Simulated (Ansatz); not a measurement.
**Relaxation of CoO**

Theory: Ansatz, DFT PBEsol, scalar-relativistic, plane waves, PAW. Run with 420 eV cutoff, 8×8×8 k-mesh, Gaussian smearing of 0.10 eV, collinear spin.

What was changed: 4 of 4 Ni sites taken by Co, cell and atoms relaxed.

Command:

```bash
ansatz run input.yaml --threads 1 --pin off --max-ram 2560MiB --backend cpu --events-out ev --progress --plain --runs-dir out
```

Input:

```yaml
crystal:
  lattice:
    - [4.1665245094, 0.0, 0.0]
    - [0.0, -4.1665245094, 0.0]
    - [0.0, 0.0, -4.1665245094]
  atoms:
    - { symbol: Co, position: [0.0, 1.0, 1.0], spin: 2.57 }
    - { symbol: Co, position: [0.5, 0.5, 1.0], spin: 2.57 }
    - { symbol: Co, position: [0.5, 1.0, 0.5], spin: 2.57 }
    - { symbol: Co, position: [0.0, 0.5, 0.5], spin: 2.57 }
    - { symbol: O, position: [0.5, 0.0, 0.0], spin: 0.32 }
    - { symbol: O, position: [0.0, 0.5, 0.0], spin: 0.32 }
    - { symbol: O, position: [0.0, 0.0, 0.5], spin: 0.32 }
    - { symbol: O, position: [0.5, 0.5, 0.5], spin: 0.32 }
basis:
  ecutwfc: 420
kpoints:
  mp_grid: { grid: [8, 8, 8] }
hamiltonian:
  xc: pbesol
scf:
  occupations: { method: gaussian, width: 0.1 }
output:
  forces: true
  stress: true
  eigenvalues: true
  populations: true
  write_density: true
  write_potential: true
  elf: true
  volumetric_format: npy
magnetization:
  spin_polarized: true
relax:
  adjacent_minimum: "off"
  f_tol: 0.015
  max_steps: 60
  cell: { stress_tol: 0.15 }
```

F is the free energy. Steps run on the plane waves of an earlier cell, but the last one, and at times one on the way, on a freshly chosen basis, so a repeated geometry can differ a little in energy.

Steps:

```
step F − F(1) (eV) largest force component (eV/Å) V (Å³/atom) P (GPa)
   1         0.0000                           0.000        9.041     0.54
   2         0.0002                           0.000        9.053     0.33
   3         0.0008                           0.000        9.072    -0.01
   4        -0.0002                           0.000        9.072     0.01
```

Relaxed structure:

```
CELL_PARAMETERS angstrom
4.17126 0.00000 0.00000
0.00000 -4.17126 0.00000
0.00000 0.00000 -4.17126
ATOMIC_POSITIONS crystal
Co 0.00000 0.00000 0.00000
Co 0.50000 0.50000 0.00000
Co 0.50000 0.00000 0.50000
Co 0.00000 0.50000 0.50000
O 0.50000 0.00000 0.00000
O 0.00000 0.50000 0.00000
O 0.00000 0.00000 0.50000
O 0.50000 0.50000 0.50000
```

It takes space group Fm-3m (No. 225, cubic). Conventional cell: a = 4.171 Å, b = 4.171 Å, c = 4.171 Å, α = 90.00°, β = 90.00°, γ = 90.00°. Co (site symmetry m-3m) has 6 O at 2.09 Å as nearest neighbours. O (site symmetry m-3m) is surrounded by 6 Co at 2.09 Å.

The run converged. It took 110 s on 1 thread of Intel(R) Xeon(R) Platinum 8488C (Sapphire Rapids), with other jobs on the host, peak memory 0.58 GiB.